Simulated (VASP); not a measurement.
Write the native input for VASP 6.6.1 that does the following.

- Task: relaxation of cell and atoms
- Functional: PBE
- Dispersion: D3(BJ)
- Potentials or basis: VASP PAW PBE potentials, release 64 (Hf_pv, S)
- Cutoff: 600 eV
- k mesh: 9 × 9 × 5
- Occupations: gaussian, width 0.03 eV
- Spin: no spin polarisation
- Further INCAR settings: ALGO = Normal; EDIFF = 1e-06; IBRION = 2; EDIFFG = -0.01; NSW = 90; ISIF = 3

The structure of HfS2 lies in POSCAR:

```
HfS2
1.0
    3.6396641800      0.0000000000      0.0000000000
   -1.8198320900      3.1520416411      0.0000000000
    0.0000000000      0.0000000000      6.0555624700
Hf S
1 2
Direct
    0.0000000000      0.0000000000      0.0000000000
    0.6666666700      0.3333333300      0.7639520500
    0.3333333300      0.6666666700      0.2360479500
```

The cell is a database's computed one.

These files were run (other wordings do the same):

INCAR

```
PREC     = Accurate       # precision mode
ENCUT    = 600            # plane-wave cutoff, eV
EDIFF    = 1E-6           # SCF threshold, eV
ISMEAR   = 0              # smearing method
SIGMA    = 0.03           # smearing width, eV
LREAL    = False          # projectors in reciprocal space
LASPH    = True           # aspherical terms in the spheres
NELM     = 80             # most SCF steps
ALGO     = Normal         # electronic algorithm
ISIF     = 3              # what is computed and relaxed
LWAVE    = False          # write WAVECAR
LCHARG   = False          # write CHGCAR
GGA      = PE             # functional
IVDW     = 12             # dispersion correction
IBRION   = 2              # ionic algorithm
NSW      = 90             # ionic steps
EDIFFG   = -0.01          # ionic threshold
KPAR     = 2
```

KPOINTS

```
Automatic mesh
0
Gamma
  9 9 5
```

Potentials or basis: VASP PAW PBE potentials, release 64 (Hf_pv, S).

Run with:

```bash
$ cat potpaw_PBE.64/Hf_pv/POTCAR potpaw_PBE.64/S/POTCAR > POTCAR
$ mpirun -np 2 vasp_std > vasp.out
```

It gave:

```
Relaxed volume                         : 21.55 Å³/atom
Relaxed cell                           : a = 3.597 Å, b = 3.597 Å, c = 5.770 Å, α = 90.00°, β = 90.00°, γ = 120.00°
Space group after relaxing (to 0.05 Å) : P-3m1 (No. 164)
Energy gained by relaxing              : 9.9 meV/atom
Ionic steps                            : 13
Pressure after relaxing                : 0.0 GPa
Band gap on the k mesh                 : 0.91 eV, indirect (least direct gap 1.85 eV)
Dispersion energy per atom             : -0.342 eV
```

Caveat: spin-orbit coupling is left out, which moves the levels of the heavy elements; an odd mesh through Γ misses points on the zone boundary, where band edges often lie.

Run time: 4.5 min on 2 MPI ranks on AMD EPYC 7R13 Processor (Zen 3), with other jobs on the host, peak memory 0.24 GiB a rank.
